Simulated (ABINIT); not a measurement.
# BaZrO3 in ABINIT: the effect of functional

BaZrO3:

```
CELL_PARAMETERS angstrom
4.19134 0.00000 0.00000
0.00000 4.19134 0.00000
0.00000 0.00000 4.19134
ATOMIC_POSITIONS crystal
Ba 0.00000 0.00000 0.00000
Zr 0.50000 0.50000 0.50000
O 0.50000 0.50000 0.00000
O 0.50000 0.00000 0.50000
O 0.00000 0.50000 0.50000
```

Alike in all runs:

* Program: ABINIT 10.8.3 (patched build)
* Task: band structure
* k mesh: 6 × 6 × 6
* Occupations: fermi-dirac, width 0.05 eV
* Spin: no spin polarisation

| functional | potentials or basis | cutoff | gap on the mesh (eV) | pressure (GPa) |
| --- | --- | --- | --- | --- |
| LDA | JTH PAW LDA v2.0 | 626 eV | 3.08 | -4.7 |
| PBEsol | JTH PAW PBE v2.0 | 626 eV | 3.11 | -0.8 |
| r2SCAN | JTH PAW PBE v2.0 | 762 eV | ? | ? |

Q: What does the run with functional r2SCAN give?

A: gap on the mesh 3.71 eV; pressure 1.7 GPa.

Caveats: this set's barium file shifts pressures by 1.5 GPa and gaps by 0.1 eV against other sets; spin-orbit coupling is left out, which moves the levels of the heavy elements; the PAW data sets were made with another functional, which shifts forces and pressure a little (some runs).

Runs at the PBE level aren't shown here.
